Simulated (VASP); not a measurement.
# BN (F-43m) in VASP: elastic constants with LDA

Aim: the elastic constants of BN with LDA.

Program: VASP 6.6.1. These are calculated values, not measurements. Logs are shortened: lines on timing, memory, paths and dates and some standing lists are left out, and cuts for length are marked.

## (1) The crystal as given

Symmetry: F-43m, No. 216, cubic system. Conventional cell: a = 3.615 Å, b = 3.615 Å, c = 3.615 Å, α = 90.00°, β = 90.00°, γ = 90.00°. Around B (site symmetry -43m) lie 4 N at 1.57 Å. Around N (site symmetry -43m) lie 4 B at 1.57 Å.

## (2) Elastic constants, LDA

File POSCAR:

```
BN
1.0
    0.0000000000      1.8075000000      1.8075000000
    1.8075000000      0.0000000000      1.8075000000
    1.8075000000      1.8075000000      0.0000000000
B N
1 1
Direct
    0.0000000000      0.0000000000      0.0000000000
    0.2500000000      0.2500000000      0.2500000000
```

File INCAR.step1:

```
SYSTEM = BN
ALGO     = Normal         ! electronic algorithm
EDIFF    = 1E-8           ! SCF threshold, eV
EDIFFG   = -0.002         ! ionic threshold
ENCUT    = 600            ! plane-wave cutoff, eV
GGA      = CA             ! functional
IBRION   = 2              ! ionic algorithm
ISIF     = 3              ! what is computed and relaxed
ISMEAR   = 0              ! smearing method
LASPH    = .True.         ! aspherical terms in the spheres
LCHARG   = .False.        ! write CHGCAR
LREAL    = .False.        ! projectors in reciprocal space
LWAVE    = .False.        ! write WAVECAR
NELM     = 60             ! most SCF steps
NSW      = 40             ! ionic steps
PREC     = Accurate       ! precision mode
SIGMA    = 0.02           ! smearing width, eV
```

File INCAR.step2:

```
SYSTEM = BN
ALGO     = Normal         ! electronic algorithm
EDIFF    = 1E-8           ! SCF threshold, eV
ENCUT    = 600            ! plane-wave cutoff, eV
GGA      = CA             ! functional
IBRION   = 6              ! ionic algorithm
ISIF     = 3              ! what is computed and relaxed
ISMEAR   = 0              ! smearing method
LASPH    = .True.         ! aspherical terms in the spheres
LCHARG   = .False.        ! write CHGCAR
LREAL    = .False.        ! projectors in reciprocal space
LWAVE    = .False.        ! write WAVECAR
NELM     = 60             ! most SCF steps
NFREE    = 2            
NSW      = 1              ! ionic steps
POTIM    = 0.015          ! step
PREC     = Accurate       ! precision mode
SIGMA    = 0.02           ! smearing width, eV
```

File KPOINTS:

```
k-points
0
Gamma
  12 12 12
  0 0 0
```

Potentials or basis: VASP PAW LDA potentials, release 64 (B, N).

Command:

```
cat potpaw_LDA.64/B/POTCAR potpaw_LDA.64/N/POTCAR > POTCAR
cp INCAR.step1 INCAR
mpirun -np 1 vasp_std > vasp.out
cp CONTCAR POSCAR
cp INCAR.step2 INCAR
mpirun -np 1 vasp_std > vasp.out
```

OUTCAR:

```text
SYSTEM = BN
   EDIFF = 1E-8
   ENCUT = 600
   GGA = CA
   IBRION = 6
   ISIF = 3
   ISMEAR = 0
   LASPH = .True.
   LREAL = .False.
   NELM = 60
   NFREE = 2
   NSW = 1
   POTIM = 0.015
   PREC = Accurate

 ion  position               nearest neighbor table
   1  0.000  0.000  0.000-   2 1.55   2 1.55   2 1.55   2 1.55
   2  0.250  0.250  0.250-   1 1.55   1 1.55   1 1.55   1 1.55

  LATTYP: Found a face centered cubic cell.
 ALAT       =     3.5825975386

  Lattice vectors:

 A1 = (   0.0000000000,   1.7912987693,   1.7912987693)
 A2 = (   1.7912987693,   0.0000000000,   1.7912987693)
 A3 = (   1.7912987693,   1.7912987693,   0.0000000000)

Analysis of symmetry for initial positions (statically):
=====================================================================
 Subroutine PRICEL returns:
 Original cell was already a primitive cell.

 Routine SETGRP: Setting up the symmetry group for a
 face centered cubic supercell.

 Subroutine GETGRP returns: Found 24 space group operations
 (whereof 24 operations were pure point group operations)
 out of a pool of 48 trial point group operations.

The static configuration has the point symmetry T_d .

Analysis of symmetry for dynamics (positions and initial velocities):
=====================================================================
 Subroutine PRICEL returns:
 Original cell was already a primitive cell.

 Routine SETGRP: Setting up the symmetry group for a
 face centered cubic supercell.

 Subroutine GETGRP returns: Found 24 space group operations
 (whereof 24 operations were pure point group operations)
 out of a pool of 48 trial point group operations.

The dynamic configuration has the point symmetry T_d .

 Subroutine INISYM returns: Found 24 space group operations
 (whereof 24 operations are pure point group operations),
 and found     1 'primitive' translations

----------------------------------------------------------------------------------------

                                     Primitive cell

  volume of cell :      11.4957

  direct lattice vectors                    reciprocal lattice vectors
     0.000000000  1.791298769  1.791298769    -0.279127083  0.279127083  0.279127083
     1.791298769  0.000000000  1.791298769     0.279127083 -0.279127083  0.279127083
     1.791298769  1.791298769  0.000000000     0.279127083  0.279127083 -0.279127083

  length of vectors
     2.533279014  2.533279014  2.533279014     0.483462289  0.483462289  0.483462289

  position of ions in fractional coordinates (direct lattice)
     0.000000000  0.000000000  0.000000000
     0.250000000  0.250000000  0.250000000

  ion indices of the primitive-cell ions
   primitive index   ion index
                 1           1
                 2           2

----------------------------------------------------------------------------------------

 KPOINTS: k-points

Automatic generation of k-mesh.
 Grid dimensions read from file:
 generate k-points for:   12   12   12

 Generating k-lattice:

[... 107 lines left out ...]
  ext. energy  EPLUGINS =         0.00000000
  ---------------------------------------------------
  free energy    TOTEN  =       -19.41640867 eV

  energy without entropy =      -19.41640867  energy(sigma->0) =      -19.41640867

------------------------ aborting loop because EDIFF is reached ----------------------------------------

  FORCE on cell =-STRESS in cart. coord.  units (eV):
  Direction    XX          YY          ZZ          XY          YZ          ZX
  --------------------------------------------------------------------------------------
  -------------------------------------------------------------------------------------
  Total        0.0025187      0.0025187      0.0025187      0.0000000      0.0000000     -0.0000000
  in kB        0.3510341      0.3510341      0.3510341      0.0000000      0.0000000     -0.0000000
  external PRESSURE =       0.3510341 kB  Pullay stress =       0.0000000 kB
[... 89 lines left out ...]
  FREE ENERGIE OF THE ION-ELECTRON SYSTEM (eV)
  ---------------------------------------------------
  free  energy   TOTEN  =       -19.4096610948 eV

  energy  without entropy=      -19.4096610948  energy(sigma->0) =      -19.40966109

[... ionic steps 4 to 14 ...]

--------------------------------------- Ionic step       15  -------------------------------------------

 number of electron       7.9999999 magnetization

------------------------ aborting loop because EDIFF is reached ----------------------------------------
[... 67 lines left out ...]
--------------------------------------- Ionic step       17  -------------------------------------------

 number of electron       7.9999999 magnetization

 Free energy of the ion-electron system (eV)
  ---------------------------------------------------
  ext. energy  EPLUGINS =         0.00000000
  ---------------------------------------------------
  free energy    TOTEN  =       -19.41352938 eV

  energy without entropy =      -19.41352938  energy(sigma->0) =      -19.41352938

 E-fermi :   7.9468     XC(G=0): -13.2351

 val. band max:        7.8665273950   @ k =   0.0000   0.0000   0.0000
 cond. band min:      12.1021762693   @ k =   0.5000   0.5000   0.0000
 fundamental gap:      4.2356488743
 Fermi energy:         7.9468256602

 k-point     1 :       0.0000    0.0000    0.0000
  band No.  band energies     occupation
      1     -12.6485      2.00000
      2       7.5883      2.00000
      3       7.7320      2.00000
      4       7.8665      2.00000
      5      16.4309      0.00000
      6      16.5370      0.00000
      7      16.6584      0.00000
      8      18.6127      0.00000
[... 243 lines left out ...]
 k-point    24 :      -0.4167    0.1667    0.0000
  band No.  band energies     occupation
      1      -7.8664      2.00000
      2      -2.5426      2.00000
      3       3.5670      2.00000
      4       5.0666      2.00000
      5      17.0305      0.00000
      6      20.1143      0.00000
      7      20.2473      0.00000
      8      23.6480      0.00000

 [... further k-points ...]

------------------------ aborting loop because EDIFF is reached ----------------------------------------

  FORCE on cell =-STRESS in cart. coord.  units (eV):
  Direction    XX          YY          ZZ          XY          YZ          ZX
  --------------------------------------------------------------------------------------
  -------------------------------------------------------------------------------------
  Total        0.0058841      0.0087127      0.0087127      0.0000000      0.0423975      0.0000000
  in kB        0.8200868      1.2143093      1.2143093      0.0000000      5.9090445      0.0000000
  external PRESSURE =       1.0829018 kB  Pullay stress =       0.0000000 kB
[... 17 lines left out ...]
  FREE ENERGIE OF THE ION-ELECTRON SYSTEM (eV)
  ---------------------------------------------------
  free  energy   TOTEN  =       -19.4135293834 eV

  energy  without entropy=      -19.4135293834  energy(sigma->0) =      -19.41352938

 INTERNAL STRAIN TENSORS FROM STRAINED CELLS
 ============================================

 INTERNAL STRAIN TENSOR FOR ION    1 for displacements in x,y,z  (eV/Angst):
          X           Y           Z          XY          YZ          ZX
  --------------------------------------------------------------------------------
  x    -0.00000     0.00000     0.00000     0.00000     2.82746     0.00000
  y    -0.00000     0.00000     0.00000    -0.00000    -0.00000     2.82757
  z    -0.00000    -0.00000     0.00000     2.82795    -0.00000     0.00000

 INTERNAL STRAIN TENSORS FROM DISPLACED ATOMS
 ============================================

 INTERNAL STRAIN TENSOR FOR ION    1 for displacements in x,y,z  (eV/Angst):
          X           Y           Z          XY          YZ          ZX
  --------------------------------------------------------------------------------
  x     0.00000     0.00000     0.00000     0.00000     2.83302     0.00000
  y     0.00000     0.00000     0.00000     0.00000     0.00000     2.83302
  z     0.00000     0.00000     0.00000     2.83302     0.00000     0.00000

 INTERNAL STRAIN TENSOR FOR ION    2 for displacements in x,y,z  (eV/Angst):
          X           Y           Z          XY          YZ          ZX
  --------------------------------------------------------------------------------
  x    -0.00000    -0.00000    -0.00000     0.00000    -2.82705     0.00000
  y    -0.00000     0.00000    -0.00000     0.00000     0.00000    -2.82705
  z    -0.00000    -0.00000    -0.00000    -2.82705     0.00000     0.00000

 Eigenvectors and eigenvalues of the dynamical matrix
 ----------------------------------------------------

   1 f  =   32.022125 THz   201.200942 2PiTHz 1068.143099 cm-1   132.432806 meV
             X         Y         Z           dx          dy          dz
      0.000000  0.000000  0.000000     0.000000    0.751217    0.000000
      0.895649  0.895649  0.895649     0.000000   -0.660055    0.000000
[... 21 lines left out ...]
   6 f/i=    0.001412 THz     0.008871 2PiTHz    0.047097 cm-1     0.005839 meV
             X         Y         Z           dx          dy          dz
      0.000000  0.000000  0.000000     0.000000    0.000000   -0.660055
      0.895649  0.895649  0.895649     0.000000    0.000000   -0.751217

--------------------------------------------------------------------------------------------------------

 ELASTIC MODULI CONTR FROM IONIC RELAXATION (kBar)
 Direction    XX          YY          ZZ          XY          YZ          ZX
 --------------------------------------------------------------------------------
 XX          -0.0000     -0.0000     -0.0000     -0.0000     -0.0000     -0.0000
 YY          -0.0000     -0.0000     -0.0000     -0.0000     -0.0000      0.0000
 ZZ          -0.0000     -0.0000     -0.0000     -0.0000     -0.0000     -0.0000
 XY          -0.0000     -0.0000     -0.0000    -43.6117      0.0000      0.0000
 YZ          -0.0000     -0.0000     -0.0000      0.0000    -43.6117      0.0000
 ZX          -0.0000      0.0000     -0.0000      0.0000      0.0000    -43.6117
 --------------------------------------------------------------------------------

 TOTAL ELASTIC MODULI (kBar)
 Direction    XX          YY          ZZ          XY          YZ          ZX
 --------------------------------------------------------------------------------
 XX        8216.5550   1916.6413   1916.6413     -0.0000      0.0000     -0.0000
 YY        1916.6413   8216.5550   1916.6413     -0.0000     -0.0000     -0.0000
 ZZ        1916.6413   1916.6413   8216.5550     -0.0000      0.0000      0.0000
 XY          -0.0000     -0.0000     -0.0000   4748.4704      0.0000      0.0000
 YZ           0.0000     -0.0000      0.0000      0.0000   4748.4704      0.0000
 ZX          -0.0000     -0.0000      0.0000      0.0000      0.0000   4748.4704
 --------------------------------------------------------------------------------
```

Run time: 2.1 min. Hardware: 1 thread of Intel Xeon 6975P-C (Granite Rapids), shared host; peak memory 0.22 GiB.

What came out:

- Relaxed volume: 5.75 Å³/atom
- Relaxed cell: a = 2.533 Å, b = 2.533 Å, c = 2.533 Å, α = 60.00°, β = 60.00°, γ = 60.00°
- Space group after relaxing (to 0.05 Å): F-43m (No. 216)
- Elastic constants C11, C12, C44: 822, 192, 475 GPa
- Voigt bulk modulus: 402 GPa
- Highest phonon frequency at Γ, LO-TO splitting left out: 1068 cm⁻¹

Step by step:
```
step  energy change (eV)  largest force (eV/Å)  pressure (GPa)  volume (Å³)
   1              0.0000                0.0000          -10.33        11.81
   2              0.0016                0.0000           12.10        11.17
   3             -0.0104                0.0000           -0.06        11.50
   4             -0.0104                0.0000            0.16        11.49
   5             -0.0104                0.0000           -0.14        11.50
   6             -0.0104                0.0000            0.00        11.50
```

Final structure:
```
B N
1.0
     0.00000    1.79130    1.79130
     1.79130    0.00000    1.79130
     1.79130    1.79130    0.00000
B N
1 1
Cartesian
  3.5826 1.7913 1.7913
  0.8956 0.8956 0.8956
```

Phonon frequencies in cm⁻¹ (negative: imaginary):
```csv
q point,frequencies
"(0.000, 0.000, 0.000)",0 0 0 1068 1068 1068
```

Elastic tensor in Voigt notation (GPa, in the Cartesian axes of the cell as first typed):
```
822 192 192   0   0   0
192 822 192   0   0   0
192 192 822   0   0   0
  0   0   0 475   0   0
  0   0   0   0 475   0
  0   0   0   0   0 475
```

Clamped-ion elastic tensor (GPa):
```
822 192 192   0   0   0
192 822 192   0   0   0
192 192 822   0   0   0
  0   0   0 479   0   0
  0   0   0   0 479   0
  0   0   0   0   0 479
```
